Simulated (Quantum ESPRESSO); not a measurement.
## Quick settings and what they miss: LaAlO3 (R-3c, 10 atoms in the cell)

Self-consistent single point.

```yaml
crystal:
  lattice:
    - [2.66772, 1.54021, 4.34188]
    - [-2.66772, 1.54021, 4.34188]
    - [0.00000, -3.08042, 4.34188]
  atoms:
    - { symbol: La, position: [0.25000, 0.25000, 0.25000] }
    - { symbol: La, position: [0.75000, 0.75000, 0.75000] }
    - { symbol: Al, position: [0.00000, 0.00000, 0.00000] }
    - { symbol: Al, position: [0.50000, 0.50000, 0.50000] }
    - { symbol: O, position: [0.78173, 0.25000, 0.71827] }
    - { symbol: O, position: [0.21827, 0.75000, 0.28173] }
    - { symbol: O, position: [0.71827, 0.78173, 0.25000] }
    - { symbol: O, position: [0.28173, 0.21827, 0.75000] }
    - { symbol: O, position: [0.25000, 0.71827, 0.78173] }
    - { symbol: O, position: [0.75000, 0.28173, 0.21827] }
```

Method: PBE, GBRV 1.5 ultrasoft (PBE) pseudopotentials (plane waves; Quantum ESPRESSO).

Base settings: ecutwfc = 40 Ry; ecutrho = 200 Ry; occupations = smearing; smearing = gauss; degauss = 0.00147 Ry; potentials = {La: la_pbe_v1.uspp.F.UPF, Al: al_pbe_v1.uspp.F.UPF, O: o_pbe_v1.2.uspp.F.UPF}; K_POINTS = automatic 5 5 5 0 0 0; conv_thr = 1e-09 Ry; mixing_beta = 0.7.

Tight run (finer mesh or higher cutoff; not a proven limit): ecutwfc: 40 Ry → 56 Ry; ecutrho: 200 Ry → 280 Ry; conv_thr: 1e-09 Ry → 7.3e-11 Ry; K_POINTS: automatic 5 5 5 0 0 0 → automatic 7 7 7 0 0 0. It gave top of the valence band (on the code's own zero) 11.76 eV; gap on the k-point mesh 3.98 eV; pressure 8.78 GPa; largest force (vector length) 0.007 eV/Å.

Quick runs, as changes from the base:
- A: the base itself
- B: ecutwfc: 40 Ry → 32 Ry; ecutrho: 200 Ry → 160 Ry; smearing: gauss → mp; degauss: 0.00147 Ry → 0.0147 Ry; conv_thr: 1e-09 Ry → 7.3e-05 Ry; K_POINTS: automatic 5 5 5 0 0 0 → automatic 2 2 2 1 1 1
- C: ecutwfc: 40 Ry → 28 Ry; ecutrho: 200 Ry → 140 Ry; degauss: 0.00147 Ry → 0.0147 Ry; conv_thr: 1e-09 Ry → 7.3e-06 Ry; pseudopotentials: {La: la_pbe_v1.uspp.F.UPF, Al: al_pbe_v1.uspp.F.UPF, O: o_pbe_v1.2.uspp.F.UPF} → {La: la_lda_v1.uspp.F.UPF, Al: al_lda_v1.uspp.F.UPF, O: o_lda_v1.2.uspp.F.UPF}; K_POINTS: automatic 5 5 5 0 0 0 → automatic 4 4 4 0 0 0 [LDA (PZ)]
- D: ecutwfc: 40 Ry → 20 Ry; ecutrho: 200 Ry → 100 Ry; smearing: gauss → cold; degauss: 0.00147 Ry → 0.036749 Ry; K_POINTS: automatic 5 5 5 0 0 0 → automatic 2 2 2 1 1 1
- E: ecutwfc: 40 Ry → 24 Ry; ecutrho: 200 Ry → 120 Ry; smearing: gauss → cold; degauss: 0.00147 Ry → 0.019992 Ry; conv_thr: 1e-09 Ry → 7.3e-05 Ry; K_POINTS: automatic 5 5 5 0 0 0 → automatic 6 6 6 1 1 1

Dashes: pressure of B, C, E, not trusted under this conv_thr with d or f elements; gap of B, D, left out as unsure on this mesh or at this smearing; energy of C, another energy zero.

Gaps are read on each run's own mesh, which may miss the band edges.

† marks runs with another functional, U, potentials or spin treatment: their distance from the tight run is not a convergence error alone.

The count of work is k-points × plane waves × bands × iterations; it is no time. 

The starting cell comes from a database of computed structures (which also holds hypothetical and non-ambient phases and stackings), without a prior relaxation at this level. Its lattice was rescaled by a random factor within 2.5 % of one. In the base run, with a pressure of about 9 GPa the cell is away from its equilibrium volume at this level.

```tsv
run	energy less tight (meV/atom)	pressure less tight (GPa)	largest miss in a force vector (eV/Å)	gap on the mesh less tight (eV)	count of work / tight
A	5.3	0.17	0.001	0.006	0.23
B	35.7	–	0.020	–	0.0086
C†	–	–	0.023	-0.117	0.059
D	1773.0	-97.17	0.178	–	0.0073
E	591.8	–	0.001	0.067	0.078
```

Among the runs at the tight run's level, the energy misses run from 5.3 to 1773.0 meV/atom.

Left out of this page: 1 run of the series outside the window shown, repeating another row's setting, or not comparable.
